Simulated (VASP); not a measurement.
# Sb in VASP: single point with PBE+D3(BJ)

Aim: the single point of Sb with PBE+D3(BJ).

Program: VASP 6.6.1. These are calculated values, not measurements. Logs are shortened: lines on timing, memory, paths and dates and some standing lists are left out, and cuts for length are marked.

## (1) The structure

The cell holds a slab with vacuum, 2 atoms: a = 4.045 Å, b = 4.045 Å, c = 20.530 Å, α = 90.00°, β = 90.00°, γ = 120.00°.

The cell was built by a generator and needn't be a form met in nature.

## (2) Single point, PBE+D3(BJ)

INCAR

```
ALGO = Normal
DIPOL = 0.5 0.5 0.587
EDIFF = 1E-6
ENCUT = 520
GGA = PE
IDIPOL = 3
ISIF = 2
ISMEAR = 0
IVDW = 12
LASPH = T
LCHARG = T
LDIPOL = T
LELF = T
LREAL = F
LVACPOTAV = T
LVHAR = T
LWAVE = F
NBANDS = 12
NELM = 100
PREC = Accurate
SIGMA = 0.04
```

KPOINTS

```
k-points
0
Gamma
  12 12 1
```

POSCAR

```
Sb
1.0
    4.0448463384      0.0000000000      0.0000000000
   -2.0224231692      3.5029396835      0.0000000000
    0.0000000000      0.0000000000     20.5300000000
Sb
2
Direct
    0.0000000000      0.0000000000      0.5459126374
    0.6666666667      0.3333333333      0.6274924455
```

Potentials or basis: VASP PAW PBE potentials, release 64 (Sb).

The run is started by

```
cat potpaw_PBE.64/Sb/POTCAR > POTCAR
mpirun -np 1 vasp_std > vasp.out
```

OUTCAR:

```text
EDIFF = 1E-6
   ENCUT = 520
   GGA = PE
   ISIF = 2
   ISMEAR = 0
   IVDW = 12
   LASPH = T
   LREAL = F
   NELM = 100
   PREC = Accurate
 IVDW          = 12

 ion  position               nearest neighbor table
   1  0.000  0.000  0.546-   2 2.87   2 2.87   2 2.87
   2  0.667  0.333  0.627-   1 2.87   1 2.87   1 2.87

  LATTYP: Found a hexagonal cell.
 ALAT       =     4.0448463384
 C/A-ratio  =     5.0755945424

  Lattice vectors:

 A1 = (   4.0448463384,   0.0000000000,   0.0000000000)
 A2 = (  -2.0224231692,   3.5029396835,   0.0000000000)
 A3 = (   0.0000000000,   0.0000000000,  20.5300000000)

Analysis of symmetry for initial positions (statically):
=====================================================================
 Subroutine PRICEL returns:
 Original cell was already a primitive cell.

 Routine SETGRP: Setting up the symmetry group for a
 hexagonal supercell.

 Subroutine GETGRP returns: Found 12 space group operations
 (whereof  6 operations were pure point group operations)
 out of a pool of 24 trial point group operations.

The static configuration has the point symmetry C_3v.
 The point group associated with its full space group is D_3d.

Analysis of symmetry for dynamics (positions and initial velocities):
=====================================================================
 Subroutine PRICEL returns:
 Original cell was already a primitive cell.

 Routine SETGRP: Setting up the symmetry group for a
 hexagonal supercell.

 Subroutine GETGRP returns: Found 12 space group operations
 (whereof  6 operations were pure point group operations)
 out of a pool of 24 trial point group operations.

The dynamic configuration has the point symmetry C_3v.
 The point group associated with its full space group is D_3d.

 Subroutine INISYM returns: Found 12 space group operations
 (whereof  6 operations are pure point group operations),
 and found     1 'primitive' translations

----------------------------------------------------------------------------------------

                                     Primitive cell

  volume of cell :     290.8865

  direct lattice vectors                    reciprocal lattice vectors
     4.044846338  0.000000000  0.000000000     0.247228180  0.142737256  0.000000000
    -2.022423169  3.502939684  0.000000000     0.000000000  0.285474513  0.000000000
     0.000000000  0.000000000 20.530000000     0.000000000  0.000000000  0.048709206

  length of vectors
     4.044846338  4.044846338 20.530000000     0.285474513  0.285474513  0.048709206

  position of ions in fractional coordinates (direct lattice)
     0.000000000  0.000000000  0.545912637
     0.666666667  0.333333333  0.627492446

  ion indices of the primitive-cell ions
   primitive index   ion index
                 1           1
                 2           2

----------------------------------------------------------------------------------------

 KPOINTS: k-points

Automatic generation of k-mesh.
 Grid dimensions read from file:
 generate k-points for:   12   12    1

 Generating k-lattice:

  Cartesian coordinates                     Fractional coordinates (reciprocal lattice)
     0.020602348  0.011894771  0.000000000     0.083333333  0.000000000  0.000000000
     0.000000000  0.023789543  0.000000000     0.000000000  0.083333333  0.000000000
     0.000000000  0.000000000  0.048709206     0.000000000  0.000000000  1.000000000

  Length of vectors
     0.023789543  0.023789543  0.048709206

  Shift w.r.t. Gamma in fractional coordinates (k-lattice)
     0.000000000  0.000000000  0.000000000

 Subroutine IBZKPT returns following result:
 ===========================================

 Found     19 irreducible k-points:

 Following reciprocal coordinates:
            Coordinates               Weight
  0.000000  0.000000  0.000000      1.000000
  0.083333  0.000000  0.000000      6.000000
  0.166667  0.000000  0.000000      6.000000
  0.250000  0.000000  0.000000      6.000000
  0.333333  0.000000  0.000000      6.000000
  0.416667  0.000000  0.000000      6.000000
[... 11 lines left out ...]
  0.333333  0.250000  0.000000     12.000000
  0.333333  0.333333  0.000000      2.000000
   k-points           NKPTS =     19   k-points in BZ     NKDIM =     19   number of bands    NBANDS=     12
   number of dos      NEDOS =    301   number of ions     NIONS =      2
   total plane-waves  NPLWV = 144000
   dimension x,y,z NGX =    30 NGY =   30 NGZ =  160
   dimension x,y,z NGXF=    60 NGYF=   60 NGZF=  320
   ions per type =               2
   NGX,Y,Z   is equivalent  to a cutoff of  12.33, 12.33, 12.96 a.u.
   NGXF,Y,Z  is equivalent  to a cutoff of  24.66, 24.66, 25.91 a.u.
 SYSTEM =  unknown system
   PREC   = accura    normal or accurate (medium, high low for compatibility)
   ISTART =      0    job   : 0-new  1-cont  2-samecut
   ICHARG =      2    charge: 1-file 2-atom 10-const
   ISPIN  =      1    spin polarized calculation?
   LNONCOLLINEAR =      F non collinear calculations
   LSORBIT =      F    spin-orbit coupling
   LASPH  =      T    aspherical Exc in radial PAW
   ENCUT  =  520.0 eV  38.22 Ry    6.18 a.u.   7.52  7.52 38.17*2*pi/ulx,y,z
   NELM   =    100;   NELMIN=  2; NELMDL= -5     # of ELM steps
   EDIFF  = 0.1E-05   stopping-criterion for ELM
[... 8 lines left out ...]
   TEBEG  =    0.0;   TEEND  =   0.0 temperature during run
   PSTRESS=    0.0 pullay stress
   NELECT =      10.0000    total number of electrons
   NUPDOWN=      -1.0000    fix difference up-down
   EMIN   =  10.00;   EMAX   =-10.00  energy-range for DOS
   EFERMI =   0.00;   METHOD = LEGACY
   ISMEAR =     0;   SIGMA  =   0.04  broadening in eV -4-tet -1-fermi 0-gaus
   EFERMI_NEDOS =   21; number of points for ismear=-14 and -15
   IALGO  =     38    algorithm
   IMIX   =      4    mixing-type and parameters
     AMIX     =   0.40;   BMIX     =  1.00
     AMIX_MAG =   1.60;   BMIX_MAG =  1.00
  volume/ion in A,a.u.               =     145.44       981.50
  Fermi-wavevector in a.u.,A,eV,Ry     =   0.532313  1.005925  3.855306  0.283357
  Thomas-Fermi vector in A             =   1.555741
   LORBIT       =      0    0 simple, 1 ext, 2 COOP (PROOUT), +10 PAW based schemes
   GGA     = PE    functional components
   LHFCALC =     F    Hartree Fock is set to
   AEXX    =    0.0000 exact exchange contribution
   IVDW    =    12    specifies the selected vdW correction
   LEPSILON=     F    determine dielectric tensor
   LRPA    =     F    only Hartree local field effects (RPA)
 non-spin polarized calculation
 Gauss-broadening in eV      SIGMA  =   0.04
  energy-cutoff  :      520.00
  volume of cell :      290.89
 maximum number of plane-waves:      7881
   NGX = 15   NGY = 15   NGZ = 77

 dipolmoment           0.000000      0.000000      0.000006 electrons x Angstroem

 number of electron      10.0000000 magnetization

 dipolmoment           0.000000      0.000000     -0.000006 electrons x Angstroem

 Free energy of the ion-electron system (eV)
  ---------------------------------------------------
  ext. energy  EPLUGINS =         0.00000000
  ---------------------------------------------------
  free energy    TOTEN  =        -8.09497334 eV

  energy without entropy =       -8.09497334  energy(sigma->0) =       -8.09497334

 E-fermi :  -2.0169     XC(G=0):  -2.6694

 val. band max:       -2.2396500907   @ k =   0.0000   0.0000   0.0000
 cond. band min:      -1.1719339456   @ k =   0.3333   0.0000   0.0000
 fundamental gap:      1.0677161452
 Fermi energy:        -2.0168907356

 k-point     1 :       0.0000    0.0000    0.0000
  band No.  band energies     occupation
      1     -13.8490      2.00000
      2      -8.8435      2.00000
      3      -3.1996      2.00000
      4      -2.2397      2.00000
      5      -2.2397      2.00000
      6      -0.5865      0.00000
      7       0.5135      0.00000
      8       0.5135      0.00000
      9       1.8302      0.00000
     10       2.0536      0.00000
     11       2.8073      0.00000
     12       3.3739      0.00000

 k-point     2 :       0.0833    0.0000    0.0000
  band No.  band energies     occupation
      1     -13.7716      2.00000
      2      -8.8297      2.00000
      3      -3.1596      2.00000
      4      -3.0081      2.00000
      5      -2.4233      2.00000
      6      -0.1284      0.00000
      7       0.4352      0.00000
      8       0.6807      0.00000
      9       1.9476      0.00000
     10       2.1412      0.00000
     11       2.8893      0.00000
     12       3.4632      0.00000

 k-point     3 :       0.1667    0.0000    0.0000
  band No.  band energies     occupation
      1     -13.5419      2.00000
      2      -8.8217      2.00000
      3      -4.1612      2.00000
      4      -3.0699      2.00000
      5      -2.8270      2.00000
      6      -0.5538      0.00000
      7       0.9900      0.00000
      8       1.0333      0.00000
      9       2.2041      0.00000
     10       2.4126      0.00000
     11       3.1119      0.00000
     12       3.6890      0.00000
[... 211 lines left out ...]
 k-point    18 :       0.3333    0.2500    0.0000
  band No.  band energies     occupation
      1     -11.4176      2.00000
      2     -10.4157      2.00000
      3      -5.8375      2.00000
      4      -4.6531      2.00000
      5      -3.9382      2.00000
      6      -0.8517      0.00000
      7       0.7290      0.00000
      8       1.2908      0.00000
      9       3.9552      0.00000
     10       4.4073      0.00000
     11       4.6944      0.00000
     12       5.2001      0.00000

 k-point    19 :       0.3333    0.3333    0.0000
  band No.  band energies     occupation
      1     -10.9021      2.00000
      2     -10.9021      2.00000
      3      -6.0168      2.00000
      4      -4.2873      2.00000
      5      -4.2873      2.00000
      6      -1.0671      0.00000
      7       1.1254      0.00000
      8       1.1254      0.00000
      9       4.1619      0.00000
     10       5.0663      0.00000
     11       5.0663      0.00000
     12       5.5406      0.00000

------------------------ aborting loop because EDIFF is reached ----------------------------------------

 Edisp (eV)   -0.47889

 E8    (eV) :    -0.2381

  FORCE on cell =-STRESS in cart. coord.  units (eV):
  Direction    XX          YY          ZZ          XY          YZ          ZX
  --------------------------------------------------------------------------------------
  -------------------------------------------------------------------------------------
  Total       0.12297     0.12297    -0.11046     0.00000    -0.00000     0.00000
  in kB       0.67728     0.67728    -0.60840     0.00000    -0.00000     0.00000
  external pressure =        0.25 kB  Pullay stress =        0.00 kB

 VOLUME and BASIS-vectors are now :
 -----------------------------------------------------------------------------
  energy-cutoff  :      520.00
  volume of cell :      290.89
      direct lattice vectors                 reciprocal lattice vectors
     4.044846338  0.000000000  0.000000000     0.247228180  0.142737256  0.000000000
    -2.022423169  3.502939684  0.000000000     0.000000000  0.285474513  0.000000000
     0.000000000  0.000000000 20.530000000     0.000000000  0.000000000  0.048709206

 POSITION                                       TOTAL-FORCE (eV/Angst)
 -----------------------------------------------------------------------------------
      0.00000      0.00000     11.20759         0.000000      0.000000      0.062861
      2.02242      1.16765     12.88242        -0.000000      0.000000     -0.062861
 -----------------------------------------------------------------------------------
    total drift:                               -0.000000     -0.000000     -0.000033

  FREE ENERGIE OF THE ION-ELECTRON SYSTEM (eV)
  ---------------------------------------------------
  free  energy   TOTEN  =        -8.5738649913 eV

  energy  without entropy=       -8.5738649913  energy(sigma->0) =       -8.57386499

 vacuum level on the upper side and lower side of the slab         2.360         2.360
```

Wall time 46 s (1 thread of Intel Xeon 6975P-C (Granite Rapids), shared host); peak memory 0.39 GiB.

Results:

| Quantity | Value |
| --- | --- |
| Free energy | -8.5739 eV |
| Largest force | 0.063 eV/Å |
| Band gap on the k mesh | 1.07 eV, indirect (least direct gap 1.65 eV) |
| Dispersion energy per atom | -0.239 eV |
| Ionisation potential of the upper face | 4.60 eV |

Forces on the atoms (eV/Å):
```
Sb   0.000  0.000  0.063
Sb   0.000  0.000 -0.063
```

Levels at points of the mesh, in eV from the valence-band top:
```csv
k point,band 1,band 2,band 3,band 4,band 5,band 6,band 7,band 8,band 9,band 10
"(0.00, 0.00, 0.00)",-11.61,-6.60,-0.96,0.00,0.00,1.65,2.75,2.75,4.07,4.29
"(0.50, 0.00, 0.00)",-9.58,-7.97,-3.24,-1.75,-1.65,1.52,2.13,3.41,4.80,6.67
```

Caveat: spin-orbit coupling is left out, which moves the levels of the heavy elements. A hybrid or GW would open this gap; PBE tends to underestimate it.
